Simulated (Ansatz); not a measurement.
## Zn vacancy in ZnS

Method: DFT PBE, scalar-relativistic, plane waves, PAW (Ansatz). Settings: 420 eV cutoff, 2×2×2 k-mesh, shifted by half a step, Gaussian smearing of 0.01 eV, collinear spin.

Host crystal, relaxed:

```xyz
4
Lattice="3.8441 0.0000 0.0000 -1.9220 3.3291 0.0000 0.0000 0.0000 6.3046" Properties=species:S:1:pos:R:3 pbc="T T T"
Zn    0.0000    2.2194    0.0017
Zn    1.9220    1.1097    3.1540
S     0.0000    2.2194    2.3626
S     1.9220    1.1097    5.5149
```

Supercell of 48 atoms, rows in host cell vectors: 0 -2 -1; -2 0 -1; 2 2 -1. Atoms relax at the host's cell, keeping the symmetry that the supercell leaves at the site. The cell is small, so energies carry finite-size errors of tenths of an eV. The host's Kohn–Sham gap is 2.08 eV. Atoms are taken from and returned to the elements' standard states. Charged cells are corrected for image charges with the computed static dielectric tensor (mean 9.2) and aligned with the host's potential at far atoms (alignment terms reach 0.41 eV). No band-filling term is added, and the Fermi level counts from the host's valence band top.

Starting moments were lost in some runs.

Defect: Zn vacancy at (0.333, 0.667, 0.000) of the host cell.

(1) What is the formation energy of the neutral defect?

(2) Does the neutral defect carry a moment, and how do its surroundings relax?

(3) Charges 0, -1, -2 were computed. Which is stable where in the gap?

## Answers

(1) 4.16 eV.

(2) It changes the cell's moment by 2.00 μB. The nearest neighbours before are 4 S at 2.36 Å; after relaxation the atoms near the site are 3 S at 2.33 Å, 1 S at 2.34 Å; the largest move is 0.06 Å.

(3) Among the charges computed the stable one is 0 at the valence band top, changing to -1 at 0.19 eV, changing to -2 at 0.58 eV. In charge -1 the cell has partly filled bands: a level of the defect may be part filled, the carrier may sit in the host's bands, or levels may cross between the k points, so transitions that involve it are doubtful. Levels between neighbouring charges: (0/-1) 0.19 eV, (-1/-2) 0.58 eV.